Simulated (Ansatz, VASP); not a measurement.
**Sr in VASP and in Ansatz**

The input INCAR:

```
SYSTEM = Sr
  PREC = Accurate
  ENCUT = 520
  EDIFF = 1E-6
  ISMEAR = 0
  SIGMA = 0.15
  LREAL = .False.
  LASPH = .True.
  NELM = 80
  ALGO = Fast
  ISIF = 2
  LWAVE = .False.
  LCHARG = .False.
  GGA = PE
  NBANDS = 11
```

Contents of KPOINTS:

```
Automatic mesh
0
Gamma
  16 16 16
  0 0 0
```

POSCAR

```
Sr
1.0
    0.0000000000      3.2117090815      2.7299527193
    3.2117090815      0.0000000000      2.7299527193
    3.2117090815      3.2117090815      0.0000000000
Sr
1
Direct
    0.0000000000      0.0000000000      0.0000000000
```

Input for Ansatz:

```yaml
crystal:
  lattice:
    - [0.0, 3.2117090815, 2.7299527193]
    - [3.2117090815, 0.0, 2.7299527193]
    - [3.2117090815, 3.2117090815, 0.0]
  atoms:
    - { symbol: Sr, position: [0.0, 0.0, 0.0] }
basis:
  ecutwfc: 420
kpoints:
  mp_grid: { grid: [16, 16, 16] }
hamiltonian:
  xc: pbe
scf:
  occupations: { method: gaussian, width: 0.15 }
output:
  forces: true
  stress: true
  eigenvalues: true
```

Alike in both runs: task single point; functional PBE; k mesh 16 × 16 × 16; occupations gaussian, width 0.15 eV; no spin polarisation.

|  | VASP | Ansatz |
| --- | --- | --- |
| version | VASP 6.6.1 | Ansatz 0.2.0 |
| potentials or method | VASP PAW PBE potentials, release 64 (Sr_sv) | scalar-relativistic, plane waves, PAW |
| plane-wave cutoff (eV) | 520 | 420 |
| valence electrons in the cell | 10 | 10 |

```csv
,VASP,Ansatz,Ansatz less VASP
gap on the k mesh at the Fermi level (eV),none,none,-
pressure (GPa),-0.3,-0.3,0.00
largest component of the traceless stress (GPa),0.13,0.13,+0.002
```

A gap of «none» marks a metal or a gap that the smearing closes.
